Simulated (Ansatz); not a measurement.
## Cu2O (Cuprite) in Ansatz: the effect of functional

Cu2O (Cuprite):

```
Cu O
1.0
     4.34355    0.00000    0.00000
     0.00000    4.34355    0.00000
     0.00000    0.00000    4.34355
Cu O
4 2
Direct
  0.75000 0.25000 0.75000
  0.75000 0.75000 0.25000
  0.25000 0.75000 0.75000
  0.25000 0.25000 0.25000
  0.50000 0.50000 0.50000
  0.00000 0.00000 0.00000
```

The cell isn't the ideal one: volume scaled by 1.06.

Alike in all runs:

```yaml
Program: Ansatz 0.2.0
Task: single point
Potentials_or_basis: Ansatz PAW
k_mesh: 6 × 6 × 6
Occupations: fermi-dirac, width 0.05 eV
Spin: no spin polarisation
```

Problem. One run gave: gap on the mesh 0.65 eV; pressure -7.4 GPa. Which functional did it use?
A. r2SCAN
B. LDA
C. PBEsol
D. PBE

Solution. A.

```tsv
functional	cutoff	gap on the mesh (eV)	pressure (GPa)
PBEsol	420 eV (not typed: the program's choice for these potentials)	0.37	-9.1
LDA	420 eV (not typed: the program's choice for these potentials)	0.41	-13.7
r2SCAN	500 eV (not typed: the program's choice for these potentials)	0.65	-7.4
PBE	420 eV (not typed: the program's choice for these potentials)	0.41	-3.2
```

Caveats: the PAW data sets come from PBE, with cores solved anew for the run's functional, which leaves a small shift of forces and pressure (some runs).

A k mesh can miss the band edges.
